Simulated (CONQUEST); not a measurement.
Runs of CONQUEST 1.3 on PbS. The structure is hexagonal, space group P-6m2 (No. 187). Conventional cell: a = 4.090 Å, b = 4.090 Å, c = 3.788 Å, α = 90.00°, β = 90.00°, γ = 120.00°. Pb (site symmetry -6m2) is surrounded by 6 S at 3.03 Å. Around S (site symmetry -6m2) lie 6 Pb at 3.03 Å. Measurements of this composition are mostly on another form, of space group No. 225.

```tsv
task	level	potentials or basis	spin	cell	k mesh	smearing	optimiser	max steps of the ions	SCF tolerance	other keys	mesh quality	gap on the mesh (eV)	pressure (GPa)	moment (μB)	largest force (eV/Å)
relaxation of the atoms	PBEsol	PseudoDojo NC PBEsol, DZP, grid cutoff 120 Ha	off	atoms relaxed	5 × 4 × 3	fermi-dirac 0.027 eV	cg	30	1e-07	-	not flagged	0.33	-1.9	-	0.01
single point	SOGGA	PseudoDojo NC PBEsol, DZ, grid cutoff 120 Ha	off	volume scaled by 1.08	5 × 4 × 3	fermi-dirac 0.027 eV	-	-	1e-06	-	not flagged	0.73	(a)	-	-
single point	PBEsol	PseudoDojo NC PBEsol, DZP, multi-site functions of range 5 bohr, grid cutoff 80 Ha	off	volume scaled by 0.88	5 × 5 × 3	methfessel-paxton of order 1 0.1 eV	-	-	1e-08	General.PartitionMethod = Hilbert; minE.SCTolerance = 1e-8	not flagged	0.33	1.9	-	-
single point	WC	PseudoDojo NC PBEsol, DZ, grid cutoff 80 Ha	collinear, ferrimagnetic start	atoms moved at random, drawn with an rms of 0.1 Å	5 × 5 × 3	fermi-dirac 0.1 eV	-	-	1e-06	-	not flagged	0.37	-0.2	0.00	0.40
band structure	WC	PseudoDojo NC PBEsol, DZ, grid cutoff 80 Ha	collinear, ferrimagnetic start	atoms moved at random, drawn with an rms of 0.1 Å	5 × 5 × 3	fermi-dirac 0.1 eV	-	-	1e-06	-	not flagged	-	-	0.00	-
```

Task: Fill in the values left out.

Result: (a) -5.0.

Caveats: the basis of atomic orbitals isn't converged, which shifts pressures, moduli and gaps; spin-orbit coupling is left out, which as a rule narrows the gap of such compounds by several tenths of an eV (some runs); an odd mesh through Γ misses points on the zone boundary, where band edges often lie (some runs); the potentials were made for another functional, which shifts forces and pressure (some runs); the atomic basis is small (some runs); the relaxation stopped at its first step, so nothing moved (some runs); multi-site functions contract the basis, which raises the energy a little and makes forces and stress less exact (some runs).

A k mesh can miss the band edges, and the runs leave out spin-orbit coupling on Pb.
